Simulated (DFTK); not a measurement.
KI in DFTK: convergence with cutoff

KI:

```
I K
1.0
     0.00000    3.53277    3.53277
     3.53277    0.00000    3.53277
     3.53277    3.53277    0.00000
I K
1 1
Direct
  0.50000 0.50000 0.50000
  0.00000 0.00000 0.00000
```

- Program: DFTK 0.8.2
- Task: convergence study
- Functional: LDA
- Potentials or basis: cp2k.nc.sr.lda.v0_1.semicore.gth (LDA, GTH)
- Cutoff: 463 eV
- k mesh: 3 × 3 × 3
- Occupations: fermi-dirac, width 0.1 eV
- Spin: collinear spin, ferromagnetic start
- Starting moments: [0.5, 0.0] μB

These are the settings of the first run; the series varies cutoff, with any setting tied to it.

Hardware: 1 thread of Intel(R) Xeon(R) Platinum 8488C (Sapphire Rapids), with other jobs on the host.

```
    cutoff  energy less the tightest run, at zero smearing (meV/atom)  pressure (GPa)  gap on the mesh (eV)  SCF cycles
462.594 eV                                                    1250.26           -9.55                 3.642           9
 598.65 eV                                                     570.45           -5.92                 3.612           9
707.496 eV                                                     317.82           -4.11                 3.609           9
925.187 eV                                                     111.23           -2.39                 3.611           9
1115.67 eV                                                      48.59           -1.84                 3.612           9
1306.15 eV                                                      21.05           -1.58                 3.612           9
1578.26 eV                                                       5.50           -1.40                 3.612           9
 1904.8 eV                                                       0.00           -1.32                 3.611           9
```

Against the tightest run, the pressure stays within 0.1 GPa from 1578.26 eV on; the gap on the mesh stays within 0.01 eV from 598.65 eV on. Not settled before the last step: the energy (to 1 meV/atom). The tightest run that finished is the yardstick and may itself not be fully converged.

Caveat, for the tightest run too: the k mesh is coarse (spacing up to 0.51 Å⁻¹), so the values aren't converged; spin-orbit coupling is left out, which moves the levels of the heavy elements.
